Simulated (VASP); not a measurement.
A run of VASP 6.6.1 is set up as follows.

The input INCAR:

```
SYSTEM = HfO2
ALGO = Fast
EDIFF = 1E-6
ENCUT = 520
GGA = PE
ISIF = 2
ISMEAR = 0
ISYM = 0
LASPH = .True.
LCHARG = .True.
LELF = .True.
LREAL = Auto
LVHAR = .True.
LWAVE = .False.
NBANDS = 81
NELM = 100
PREC = Accurate
SIGMA = 0.1
```

KPOINTS

```
Automatic mesh
0
Gamma
  2 2 2
  0.5 0.5 0.5
```

The input POSCAR:

```
HfO2
1.0
    0.0000000000     -4.8135329900      3.2054154100
   -4.8135329900      0.0000000000      3.2054154100
   -4.8135329900     -4.8135329900     -3.2054154100
Hf O
6 12
Direct
    0.3333333333      0.3333333333      0.6666666667
    0.6666666667      0.6666666667      0.3333333333
    0.0000000000      0.0000000000      0.0000000000
    0.3333333333      0.3333333333      0.1666666667
    0.6666666667      0.6666666667      0.8333333333
    1.0000000000      1.0000000000      0.5000000000
    0.0282884533      0.6383782133      0.1666666667
    0.3616217867      0.9717115467      0.8333333333
    0.6949551200      0.3050448800      0.5000000000
    0.2316517067      0.2316517067      0.4633034133
    0.5649850400      0.5649850400      0.1299700800
    0.8983183733      0.8983183733      0.7966367467
    0.1016816267      0.1016816267      0.2033632533
    0.4350149600      0.4350149600      0.8700299200
    0.7683482933      0.7683482933      0.5366965867
    0.6383782133      0.0282884533      0.1666666667
    0.9717115467      0.3616217867      0.8333333333
    0.3050448800      0.6949551200      0.5000000000
```

Potentials or basis: VASP PAW PBE potentials, release 64 (Hf_pv, O).

The run is started by

```console
$ cat potpaw_PBE.64/Hf_pv/POTCAR potpaw_PBE.64/O/POTCAR > POTCAR
$ mpirun -np 1 vasp_std > vasp.out
```

(1) Predict the band gap on the k mesh.

(2) Estimate the pressure.

(3) Predict the largest force.

Answers

(1) 4.56 eV.

(2) 5.6 GPa.

(3) 0.046 eV/Å.

Caveat: the k mesh is coarse (spacing up to 0.59 Å⁻¹), so the values aren't converged; spin-orbit coupling is left out, which moves the levels of the heavy elements.
